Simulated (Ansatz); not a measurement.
**InGaAs2: band structure with LDA**

Crystal: InGaAs2.

```
In As Ga
1.0
     4.22500    0.00000    0.00000
     0.00000    4.22500    0.00000
     0.00000    0.00000    5.96215
In As Ga
1 2 1
Direct
  0.00000 0.00000 0.50000
  0.00000 0.50000 0.23153
  0.50000 0.00000 0.76848
  0.50000 0.50000 0.00000
```

The cell comes from a database or a generator and needn't be the stable form of this composition.

* Program: Ansatz 0.2.0
* Task: band structure
* Functional: LDA
* Potentials or basis: Ansatz PAW
* Cutoff: 420 eV (not typed: the program's choice for these potentials)
* k mesh: 6 × 6 × 5
* Occupations: fermi-dirac, width 0.05 eV
* Spin: no spin polarisation
* Path: [["G", "X", "M", "G", "Z", "R", "A", "Z"], ["X", "R"], ["M", "A"]]
* Points for each segment of the path: 14

The pressure is -4.3 GPa and the largest force is 0.019 eV/Å. The band gap on the k mesh is none (metal or under the smearing width).

Forces on the atoms (eV/Å):
```
In   0.000  0.000  0.000
As   0.000  0.000 -0.019
As   0.000  0.000  0.019
Ga   0.000  0.000  0.000
```

Stress tensor (GPa, compression positive):
```
-4.36  0.00  0.00
 0.00 -4.36  0.00
 0.00  0.00 -4.13
```

Levels at the corners of the path, in eV from the Fermi level:
```csv
point,band 26,band 27,band 28,band 29,band 30,band 31
Γ,-0.62,-0.15,-0.03,-0.03,1.47,1.68
X,-2.80,-1.40,-0.86,1.83,2.79,4.71
M,-2.35,-2.35,-2.20,1.43,1.43,1.56
Γ,-0.62,-0.15,-0.03,-0.03,1.47,1.68
Z,-1.80,-1.21,-1.21,1.71,1.91,2.62
R,-1.04,-1.01,-0.77,0.34,0.82,4.23
A,-3.01,-2.92,-2.92,3.96,4.04,4.34
Z,-1.80,-1.21,-1.21,1.71,1.91,2.62
X,-2.80,-1.40,-0.86,1.83,2.79,4.71
R,-1.04,-1.01,-0.77,0.34,0.82,4.23
M,-2.35,-2.35,-2.20,1.43,1.43,1.56
A,-3.01,-2.92,-2.92,3.96,4.04,4.34
```

It took 26 s on 2 threads of Arm Neoverse V2, on a shared host, peak memory 0.55 GiB.

Caveat: spin-orbit coupling is left out, which moves the levels of the heavy elements; the PAW data sets come from PBE, with cores solved anew for the run's functional, which leaves a small shift of forces and pressure.
